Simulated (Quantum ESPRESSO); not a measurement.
**CoO in Quantum ESPRESSO: the effect of magnetic state**

The system is CoO.

```
Co O
1.0
     2.57053    0.00000    0.00000
     0.00000    2.57053    0.00000
     0.00000    0.00000    2.57053
Co O
1 1
Direct
  0.00000 0.00000 0.00000
  0.50000 0.50000 0.50000
```

Measurements of this composition are mostly on another form, of space group No. 225.

Alike in all runs:

| Item | Value |
| --- | --- |
| Program | Quantum ESPRESSO 7.5 |
| Task | single point |
| Functional | PBEsol |
| Potentials or basis | PseudoDojo 0.4.1 SR PBEsol standard |
| Cutoff | 1306 eV |
| Density cutoff | 5225 eV |
| k mesh | 7 × 7 × 7 |
| Occupations | gaussian, width 0.05 eV |
| Hubbard terms | Co d U = 2 eV |

Q: One run gave: pressure 9.9 GPa. Which magnetic state did it use?
A. nm_spin
B. fm
C. nm

A: B.

| magnetic state | spin | starting moments | fixed moment | pressure (GPa) |
| --- | --- | --- | --- | --- |
| nm | no spin polarisation | - | - | -17.3 |
| nm_spin | collinear spin, zero start | [0.0, 0.0] μB | 0 μB | -17.3 |
| fm | collinear spin, ferromagnetic start | [3.0, 0.0] μB | - | 9.9 |

Caveats: an odd number of electrons without spin polarisation forces a metal (some runs); a magnetic or distorted state may lie lower (some runs); U without spin polarisation on a metal has little footing (some runs); the total moment is fixed, so each spin has its own Fermi level (some runs); a cell with one magnetic atom can't hold antiferromagnetic order, which such compounds often take (some runs).
